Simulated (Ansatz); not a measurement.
# BaTe (Fm-3m) as a strained film

```
Ba Te
1.0
     3.47137    3.47137    0.00000
    -3.47137    3.47137    0.00000
     0.00000    3.47137    3.47137
Ba Te
1 1
Cartesian
  0.0000 0.0000 0.0000
  0.0000 3.4714 0.0000
```

This cell was relaxed by PAW under PBEsol. A film on a (001) substrate is mimicked by stretching x and y by ε∥; the length along z and the atoms then relax by PAW (default files of Ansatz 0.2.0, cutoff 420 eV, stress met within about 0.05 GPa). Stress and levels come from PBEsol, all-electron LAPW in Ansatz 0.2.0, with spin-orbit coupling; k mesh 6×6×6, fixed occupations, basis error target 0.5 meV/atom. Conduction levels are in eV over the valence top, at fixed fractional wave vectors; spin-orbit pairs are averaged.

```
ε∥ (%)  ε⊥ (%)  σ∥ (GPa, tension positive)  X ⊥ z  X ∥ z      Γ  L (oblique)  2nd valence level at Γ     3rd
  -2.0   0.439                       -1.93  1.071  1.073  2.493        3.780                  -0.056  -0.912
  -1.0   0.213                       -0.89  1.131  1.132  2.575        3.780                  -0.027  -0.890
  -0.5   0.134                       -0.42  1.159  1.160  2.610        3.778                  -0.014  -0.880
   0.0   0.000                        0.02  1.187  1.187  2.642        3.776                   0.000  -0.870
   0.5  -0.158                        0.42  1.199  1.198  2.608        3.760                  -0.013  -0.874
   1.0       ?                           ?      ?      ?      ?            ?                       ?       ?
   2.0  -0.481                        1.49  1.241  1.236  2.462        3.711                  -0.047  -0.883
```

The last two columns are counted from the highest valence level at Γ.

Problem. How does the film contract along z, and how stiff is it in the plane?

Solution. Quadratic fits through the 6 rows shown have slopes dε⊥/dε∥ = -0.233 and dσ∥/dε∥ = 85.5 GPa at zero strain. Elasticity asks −2C12/C11 = -0.231 and C11 + C12 − 2C12²/C11 = 85.1 GPa, from PAW constants C11 = 78.1, C12 = 9.0 GPa. At the level of the σ∥ column the films keep up to 0.05 GPa along z against the unstrained cell, and the constants are scalar-relativistic PAW values, so part of the difference is the change of level.

Problem. Which shear deformation potential b does the valence splitting give?

Solution. The two upper pairs split by 2|b||ε⊥ − ε∥|: 0.0136 eV at ε⊥ − ε∥ = 0.00634 and 0.0134 eV at -0.00658. The mean of the two sides cancels the leading coupling to the split-off band: |b| = 1.04 eV.

Problem. And the uniaxial potential of the lowest valleys?

Solution. The valley along z moves against those in the plane by Ξu(ε⊥ − ε∥): from 0.0007 to -0.0009 eV between the two smallest strains, so Ξu = 0.12 eV.

Problem. Fill the row at ε∥ = 1.0 %.

Solution. The fits give ε⊥ = -0.245 % and σ∥ = 0.81 GPa. Computed: ε⊥ (%) = -0.297, σ∥ (GPa, tension positive) = 0.80, X ⊥ z = 1.212, X ∥ z = 1.210, Γ = 2.561, L (oblique) = 3.744, 2nd valence level at Γ = -0.026, 3rd = -0.877. The levels have a kink at zero strain, where another valence state takes the top, so one parabola doesn't fit them.

Problem. What is the slope of the gap under small compression and under small tension?

Solution. dE_g/dε∥ is 54 meV per % on the compressed side and 23 on the stretched side, so the gap falls under compression and rises under tension. The lowest conduction level lies at X ⊥ z under the strongest compression and at X ∥ z under the strongest tension.

Caveats: the frozen-core PAW files of the relaxations were fitted under PBE, their cores solved anew for this functional; semilocal gaps are low, and the spacing of valleys can be off by tenths of an eV; levels are read at fixed fractional k, so an edge that moves off these points is missed.
